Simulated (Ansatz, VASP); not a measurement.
## One calculation of Co, two programs

```
CELL_PARAMETERS angstrom
10.00000 0.00000 0.00000
0.00000 9.30000 0.00000
0.00000 0.00000 2.30298
ATOMIC_POSITIONS crystal
Co 0.40248 0.50000 0.00000
Co 0.59752 0.50000 0.50000
```

Alike in both runs: functional PBE; k mesh 1 × 1 × 16; occupations gaussian, width 0.05 eV; collinear spin.

Ansatz relaxed the structure, and its values are those at the end. VASP's run is a single point on that final structure, the one shown.

```csv
,VASP,Ansatz
version,VASP 6.6.1,Ansatz 0.2.0
potentials or method,"VASP PAW PBE potentials, release 64 (Co)","scalar-relativistic, plane waves, PAW"
plane-wave cutoff (eV),520,420
valence electrons in the cell,18,34
```

```tsv
	VASP	Ansatz	Ansatz less VASP
gap on the k mesh at the Fermi level (eV)	none	none	-
rms of the force components (eV/Å)	0.025	0.003	-0.0214
net moment per atom (μB)	2.00	2.00	0.000
size of the moment on the site where the two differ most (μB)	1.91	1.89	-0.018
```

Site moments also hang on the region over which each program counts them. A gap of «none» marks a metal or a gap that the smearing closes. The two sets of potentials don't hold the same shells in valence. Ansatz warned: «xc_potential_rough_in_thin_density».
